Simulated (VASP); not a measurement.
# SnS2 (Berndtite-2T) (P-3m1) in VASP: a series of runs

Runs on SnS2 (Berndtite-2T). Level: PBE+D3(BJ). Tasks: relaxation of cell and atoms.

All numbers are computed with VASP 6.6.1; they aren't measurements. Logs are shortened: lines on timing, memory, paths and dates and some standing lists are left out, and cuts for length are marked.

## Step 1: The crystal as given

The structure is trigonal, space group P-3m1 (No. 164). The conventional cell has a = 3.639 Å, b = 3.639 Å, c = 5.868 Å, α = 90.00°, β = 90.00°, γ = 120.00°. Sn (site symmetry -3m) is surrounded by 6 S at 2.56 Å. S (site symmetry 3m) is surrounded by 3 Sn at 2.56 Å.

## Step 2: Relaxation of cell and atoms, PBE+D3(BJ)

File INCAR:

```
SYSTEM = SnS2
  ALGO = Normal
  EDIFF = 1E-6
  EDIFFG = -0.01
  ENCUT = 600
  GGA = PE
  IBRION = 2
  ISIF = 3
  ISMEAR = 0
  IVDW = 12
  LASPH = .True.
  LCHARG = .False.
  LREAL = .False.
  LWAVE = .False.
  NELM = 80
  NSW = 90
  PREC = Accurate
  SIGMA = 0.03
```

File KPOINTS:

```
k-points
0
Gamma
  9 9 5
  0 0 0
```

File POSCAR:

```
SnS2
1.0
    3.6390000000      0.0000000000      0.0000000000
   -1.8195000000      3.1514664444      0.0000000000
    0.0000000000      0.0000000000      5.8680000000
Sn S
1 2
Direct
    0.0000000000      0.0000000000      0.0000000000
    0.3333333333      0.6666666667      0.2500000000
    0.6666666667      0.3333333333      0.7500000000
```

Potentials or basis: VASP PAW PBE potentials, release 64 (Sn_d, S).

Command:

```bash
cat potpaw_PBE.64/Sn_d/POTCAR potpaw_PBE.64/S/POTCAR > POTCAR
mpirun -np 1 vasp_std > vasp.out
```

OUTCAR:

```text
SYSTEM = SnS2
   EDIFF = 1E-6
   EDIFFG = -0.01
   ENCUT = 600
   GGA = PE
   IBRION = 2
   ISIF = 3
   ISMEAR = 0
   IVDW = 12
   LASPH = .True.
   LREAL = .False.
   NELM = 80
   NSW = 90
   PREC = Accurate
 IVDW          = 12

 ion  position               nearest neighbor table
   1  0.000  0.000  0.000-   2 2.56   3 2.56   3 2.56   2 2.56   3 2.56   2 2.56
   2  0.333  0.667  0.250-   1 2.56   1 2.56   1 2.56
   3  0.667  0.333  0.750-   1 2.56   1 2.56   1 2.56

  LATTYP: Found a hexagonal cell.
 ALAT       =     3.6390000000
 C/A-ratio  =     1.6125309151

  Lattice vectors:

 A1 = (   3.6390000000,   0.0000000000,   0.0000000000)
 A2 = (  -1.8195000000,   3.1514664444,   0.0000000000)
 A3 = (   0.0000000000,   0.0000000000,   5.8680000000)

Analysis of symmetry for initial positions (statically):
=====================================================================
 Subroutine PRICEL returns:
 Original cell was already a primitive cell.

 Routine SETGRP: Setting up the symmetry group for a
 hexagonal supercell.

 Subroutine GETGRP returns: Found 12 space group operations
 (whereof 12 operations were pure point group operations)
 out of a pool of 24 trial point group operations.

The static configuration has the point symmetry D_3d.

Analysis of symmetry for dynamics (positions and initial velocities):
=====================================================================
 Subroutine PRICEL returns:
 Original cell was already a primitive cell.

 Routine SETGRP: Setting up the symmetry group for a
 hexagonal supercell.

 Subroutine GETGRP returns: Found 12 space group operations
 (whereof 12 operations were pure point group operations)
 out of a pool of 24 trial point group operations.

The dynamic configuration has the point symmetry D_3d.

 Subroutine INISYM returns: Found 12 space group operations
 (whereof 12 operations are pure point group operations),
 and found     1 'primitive' translations

----------------------------------------------------------------------------------------

                                     Primitive cell

  volume of cell :      67.2953

  direct lattice vectors                    reciprocal lattice vectors
     3.639000000  0.000000000  0.000000000     0.274800769  0.158656298  0.000000000
    -1.819500000  3.151466444  0.000000000     0.000000000  0.317312596  0.000000000
     0.000000000  0.000000000  5.868000000     0.000000000  0.000000000  0.170415815

  length of vectors
     3.639000000  3.639000000  5.868000000     0.317312596  0.317312596  0.170415815

  position of ions in fractional coordinates (direct lattice)
     0.000000000  0.000000000  0.000000000
     0.333333333  0.666666667  0.250000000
     0.666666667  0.333333333  0.750000000

  ion indices of the primitive-cell ions
   primitive index   ion index
                 1           1
                 2           2
                 3           3

----------------------------------------------------------------------------------------

 KPOINTS: k-points

Automatic generation of k-mesh.
 Grid dimensions read from file:
 generate k-points for:    9    9    5

 Generating k-lattice:

  Cartesian coordinates                     Fractional coordinates (reciprocal lattice)
     0.030533419  0.017628478  0.000000000     0.111111111  0.000000000  0.000000000
     0.000000000  0.035256955  0.000000000     0.000000000  0.111111111  0.000000000
     0.000000000  0.000000000  0.034083163     0.000000000  0.000000000  0.200000000

  Length of vectors
     0.035256955  0.035256955  0.034083163

  Shift w.r.t. Gamma in fractional coordinates (k-lattice)
     0.000000000  0.000000000  0.000000000

 Subroutine IBZKPT returns following result:
 ===========================================

 Found     50 irreducible k-points:

 Following reciprocal coordinates:
            Coordinates               Weight
  0.000000  0.000000  0.000000      1.000000
  0.111111  0.000000  0.000000      6.000000
  0.222222  0.000000  0.000000      6.000000
  0.333333  0.000000  0.000000      6.000000
  0.444444  0.000000  0.000000      6.000000
  0.111111  0.111111  0.000000      6.000000
[... 16 lines left out ...]
  0.222222  0.111111  0.200000     12.000000
 -0.111111  0.333333  0.200000     12.000000
 [... further k-points ...]
   k-points           NKPTS =     50   k-points in BZ     NKDIM =     50   number of bands    NBANDS=     17
   number of dos      NEDOS =    301   number of ions     NIONS =      3
   total plane-waves  NPLWV =  43200
   dimension x,y,z NGX =    30 NGY =   30 NGZ =   48
   dimension x,y,z NGXF=    60 NGYF=   60 NGZF=   96
   ions per type =               1   2
   NGX,Y,Z   is equivalent  to a cutoff of  13.71, 13.71, 13.60 a.u.
   NGXF,Y,Z  is equivalent  to a cutoff of  27.41, 27.41, 27.20 a.u.
 SYSTEM =  SnS2
   PREC   = accura    normal or accurate (medium, high low for compatibility)
   ISTART =      0    job   : 0-new  1-cont  2-samecut
   ICHARG =      2    charge: 1-file 2-atom 10-const
   ISPIN  =      1    spin polarized calculation?
   LNONCOLLINEAR =      F non collinear calculations
   LSORBIT =      F    spin-orbit coupling
   LASPH  =      T    aspherical Exc in radial PAW
   ENCUT  =  600.0 eV  44.10 Ry    6.64 a.u.   7.27  7.27 11.72*2*pi/ulx,y,z
   NELM   =     80;   NELMIN=  2; NELMDL= -5     # of ELM steps
   EDIFF  = 0.1E-05   stopping-criterion for ELM
   LREAL  =      F    real-space projection
   EDIFFG = -.1E-01   stopping-criterion for IOM
   NSW    =     90    number of steps for IOM
   IBRION =      2    ionic relax: 0-MD 1-quasi-New 2-CG
   NFREE  =      1    steps in history (QN), initial steepest desc. (CG)
   ISIF   =      3    stress and relaxation
   ISYM   =      2    0-nonsym 1-usesym 2-fastsym
   POTIM  = 0.5000    time-step for ionic-motion
   TEBEG  =    0.0;   TEEND  =   0.0 temperature during run
   PSTRESS=    0.0 pullay stress
   NELECT =      26.0000    total number of electrons
   NUPDOWN=      -1.0000    fix difference up-down
   EMIN   =  10.00;   EMAX   =-10.00  energy-range for DOS
   EFERMI =   0.00;   METHOD = LEGACY
   ISMEAR =     0;   SIGMA  =   0.03  broadening in eV -4-tet -1-fermi 0-gaus
   EFERMI_NEDOS =   21; number of points for ismear=-14 and -15
   IALGO  =     38    algorithm
   IMIX   =      4    mixing-type and parameters
     AMIX     =   0.40;   BMIX     =  1.00
     AMIX_MAG =   1.60;   BMIX_MAG =  1.00
  volume/ion in A,a.u.               =      22.43       151.38
  Fermi-wavevector in a.u.,A,eV,Ry     =   1.192352  2.253218 19.343434  1.421702
  Thomas-Fermi vector in A             =   2.328392
   LORBIT       =      0    0 simple, 1 ext, 2 COOP (PROOUT), +10 PAW based schemes
   GGA     = PE    functional components
   LHFCALC =     F    Hartree Fock is set to
   AEXX    =    0.0000 exact exchange contribution
   IVDW    =    12    specifies the selected vdW correction
   LEPSILON=     F    determine dielectric tensor
   LRPA    =     F    only Hartree local field effects (RPA)
 conjugate gradient relaxation of ions
 non-spin polarized calculation
 Gauss-broadening in eV      SIGMA  =   0.03
  energy-cutoff  :      600.00
  volume of cell :       67.30
 maximum number of plane-waves:      2297
 NGX is ok and might be reduce to    30
   NGX = 15   NGY = 15   NGZ = 23

--------------------------------------- Ionic step        1  -------------------------------------------

 number of electron      25.9999995 magnetization

 Free energy of the ion-electron system (eV)
  ---------------------------------------------------
  ext. energy  EPLUGINS =         0.00000000
  ---------------------------------------------------
  free energy    TOTEN  =       -13.13939870 eV

  energy without entropy =      -13.13939870  energy(sigma->0) =      -13.13939870

------------------------ aborting loop because EDIFF is reached ----------------------------------------

 Edisp (eV)   -0.98983

 E8    (eV) :    -0.4043

  FORCE on cell =-STRESS in cart. coord.  units (eV):
  Direction    XX          YY          ZZ          XY          YZ          ZX
  --------------------------------------------------------------------------------------
  -------------------------------------------------------------------------------------
  Total       0.77359     0.77359     0.61625     0.00000     0.00000     0.00000
  in kB      18.41764    18.41764    14.67181     0.00000     0.00000     0.00000
  external pressure =       17.17 kB  Pullay stress =        0.00 kB
[... 100 lines left out ...]
  FREE ENERGIE OF THE ION-ELECTRON SYSTEM (eV)
  ---------------------------------------------------
  free  energy   TOTEN  =       -14.1372333407 eV

  energy  without entropy=      -14.1372333407  energy(sigma->0) =      -14.13723334

[... ionic steps 4 to 11 ...]

--------------------------------------- Ionic step       12  -------------------------------------------

 number of electron      25.9999999 magnetization

------------------------ aborting loop because EDIFF is reached ----------------------------------------

 Edisp (eV)   -0.98359

 E8    (eV) :    -0.4019
[... 71 lines left out ...]
  energy  without entropy=      -14.1385981608  energy(sigma->0) =      -14.13859816

--------------------------------------- Ionic step       14  -------------------------------------------

 number of electron      25.9999999 magnetization

 Free energy of the ion-electron system (eV)
  ---------------------------------------------------
  ext. energy  EPLUGINS =         0.00000000
  ---------------------------------------------------
  free energy    TOTEN  =       -13.15418851 eV

  energy without entropy =      -13.15418851  energy(sigma->0) =      -13.15418851

 E-fermi :   5.0158     XC(G=0):  -9.6594

 val. band max:        4.8213413039   @ k =   0.0000   0.0000   0.0000
 cond. band min:       6.1281558632   @ k =   0.0000   0.4444   0.4000
 fundamental gap:      1.3068145594
 Fermi energy:         5.0157881657

 k-point     1 :       0.0000    0.0000    0.0000
  band No.  band energies     occupation
      1     -16.1943      2.00000
      2     -16.1943      2.00000
      3     -16.1552      2.00000
      4     -16.1290      2.00000
      5     -16.1290      2.00000
      6      -8.9801      2.00000
[... 9 lines left out ...]
     16      10.1564      0.00000
     17      10.1564      0.00000
[... 443 lines left out ...]
      1     -16.2330      2.00000
      2     -16.1735      2.00000
      3     -16.1496      2.00000
      4     -16.1299      2.00000
      5     -16.1108      2.00000
      6      -8.0228      2.00000
[... 9 lines left out ...]
     16      10.6302      0.00000
     17      11.7333      0.00000

 [... further k-points ...]

------------------------ aborting loop because EDIFF is reached ----------------------------------------

 Edisp (eV)   -0.98441

 E8    (eV) :    -0.4023

  FORCE on cell =-STRESS in cart. coord.  units (eV):
  Direction    XX          YY          ZZ          XY          YZ          ZX
  --------------------------------------------------------------------------------------
  -------------------------------------------------------------------------------------
  Total      -0.00045    -0.00045    -0.01722     0.00000     0.00000     0.00000
  in kB      -0.01070    -0.01070    -0.40750     0.00000     0.00000     0.00000
  external pressure =       -0.14 kB  Pullay stress =        0.00 kB
[... 18 lines left out ...]
  FREE ENERGIE OF THE ION-ELECTRON SYSTEM (eV)
  ---------------------------------------------------
  free  energy   TOTEN  =       -14.1385978976 eV

  energy  without entropy=      -14.1385978976  energy(sigma->0) =      -14.13859790

 reached required accuracy - stopping structural energy minimisation
```

Run time: 3.8 min. Hardware: 1 thread of Intel Xeon 6975P-C (Granite Rapids), shared host; peak memory 0.25 GiB.

Results:

| Quantity | Value |
| --- | --- |
| Free energy | -14.1386 eV |
| Relaxed volume | 22.57 Å³/atom |
| Relaxed cell | a = 3.667 Å, b = 3.667 Å, c = 5.813 Å, α = 90.00°, β = 90.00°, γ = 120.00° |
| Space group after relaxing (to 0.05 Å) | P-3m1 (No. 164) |
| Energy gained by relaxing | 3.1 meV/atom |
| Ionic steps | 14 |
| Pressure after relaxing | 0.0 GPa |
| Band gap on the k mesh | 1.31 eV, indirect (least direct gap 1.75 eV) |
| Dispersion energy per atom | -0.328 eV |

Step by step:
```tsv
step	energy change (eV)	largest force (eV/Å)	pressure (GPa)	volume (Å³)
1	0.0000	0.2533	1.72	67.30
2	-0.0012	0.1919	-1.55	69.66
3	-0.0080	0.0160	-0.06	68.51
4	-0.0080	0.0202	0.00	68.48
5	-0.0082	0.0292	0.00	68.45
6	-0.0085	0.0517	-0.04	68.37
7	-0.0087	0.0381	-0.07	68.31
8	-0.0091	0.0001	-0.17	68.12
9	-0.0092	0.0182	-0.23	68.02
10	-0.0093	0.0098	-0.08	67.86
11	-0.0093	0.0081	-0.09	67.82
12	-0.0094	0.0046	-0.03	67.75
13	-0.0094	0.0027	0.08	67.62
14	-0.0094	0.0018	-0.01	67.70
```

Final structure:
```
Sn S
1.0
     3.66721    0.00000    0.00000
    -1.83361    3.17590    0.00000
     0.00000    0.00000    5.81303
Sn S
1 2
Direct
  0.00000 0.00000 0.00000
  0.33333 0.66667 0.25437
  0.66667 0.33333 0.74563
```

Caveat: spin-orbit coupling is left out, which moves the levels of the heavy elements; an odd mesh through Γ misses points on the zone boundary, where band edges often lie.

## Step 3: Relaxation of cell and atoms, PBE+D3(BJ)

This run uses another cell than the first one, of 22.57 Å³/atom, 1.006 times its volume.

Changes to INCAR since step 2:

```diff
@@ -2,4 +2,4 @@
   ALGO = Normal
-  EDIFF = 1E-6
-  EDIFFG = -0.01
+  EDIFF = 1E-7
+  EDIFFG = -0.005
   ENCUT = 600
```

KPOINTS is that of step 2.

File POSCAR:

```
SnS2                                    
1.0
    3.6672149409     -0.0000000000     -0.0000000000
   -1.8336074704      3.1759013000      0.0000000000
   -0.0000000000     -0.0000000000      5.8130286302
  Sn              S             
     1     2
Direct
     0.0000000000000000    0.0000000000000000    0.0000000000000000
     0.3333333332999970    0.6666666667000030    0.2543667572132899
     0.6666666667000030    0.3333333332999970    0.7456332427867098
```

Potentials or basis: VASP PAW PBE potentials, release 64 (Sn_d, S).

Command:

```bash
cat potpaw_PBE.64/Sn_d/POTCAR potpaw_PBE.64/S/POTCAR > POTCAR
mpirun -np 1 vasp_std > vasp.out
```

Wall time 54 s (1 thread of Intel Xeon 6975P-C (Granite Rapids), shared host); peak memory 0.24 GiB.

The run converged. Its results:

* Free energy: -14.1386 eV
* Relaxed volume: 22.56 Å³/atom
* Relaxed cell: a = 3.667 Å, b = 3.667 Å, c = 5.811 Å, α = 90.00°, β = 90.00°, γ = 120.00°
* Space group after relaxing (to 0.05 Å): P-3m1 (No. 164)
* Energy gained by relaxing: 0.0 meV/atom
* Ionic steps: 2
* Pressure after relaxing: 0.0 GPa
* Largest force after relaxing: 0.005 eV/Å
* Band gap on the k mesh: 1.31 eV, indirect (least direct gap 1.75 eV)
* Dispersion energy per atom: -0.328 eV

Forces in eV/Å, atoms in the order of the input:
```
Sn   0.000  0.000  0.000
S    0.000  0.000  0.005
S    0.000  0.000 -0.005
```

Final structure:
```
Sn S
1.0
     3.66709    0.00000    0.00000
    -1.83354    3.17579    0.00000
     0.00000    0.00000    5.81104
Sn S
1 2
Direct
  0.00000 0.00000 0.00000
  0.33333 0.66667 0.25435
  0.66667 0.33333 0.74565
```

Levels at points of the mesh, in eV from the valence-band top:
```
           k point  band 9  band 10  band 11  band 12  band 13  band 14  band 15  band 16  band 17
(0.00, 0.00, 0.00)   -0.72    -0.72    -0.48    -0.48     0.00     1.75     3.54     5.33     5.33
```

Caveat: spin-orbit coupling is left out, which moves the levels of the heavy elements; an odd mesh through Γ misses points on the zone boundary, where band edges often lie.

(Part 1 of 2 ends here.)
